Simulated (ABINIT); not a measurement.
The system is CoO.

```xyz
2
Lattice="0.0000 2.1315 2.1315 2.1315 0.0000 2.1315 2.1315 2.1315 0.0000" Properties=species:S:1:pos:R:3 pbc="T T T"
Co    0.0000    0.0000    0.0000
O     2.1315    2.1315    2.1315
```

Base run:

```yaml
Program: ABINIT 10.8.3 (patched build)
Functional: PBE
Potentials_or_basis: JTH PAW PBE v2.0
Cutoff: 626 eV
k_mesh: 9 × 9 × 9
Occupations: fermi-dirac, width 0.05 eV
Spin: collinear spin, ferromagnetic start
Starting_moments: "[2.0, 0.0] μB"
```

Its results: band gap on the k mesh none (metal or under the smearing width); net moment 2.91 μB per cell; site moments Co +2.56; O +0.28 μB.

Problem. The run is repeated on the same cell with these changes: k mesh from 9 × 9 × 9 to 4 × 4 × 4. What comes out?

Solution. Band gap on the k mesh none (metal or under the smearing width); net moment 2.42 μB per cell; site moments Co +2.22; O +0.14 μB.

Caveats: some runs use coarse meshes; a cell with one magnetic atom can't hold antiferromagnetic order, which such compounds often take; semilocal functionals often make such compounds metallic where correlation or magnetic order opens a gap, which also shifts bond lengths.
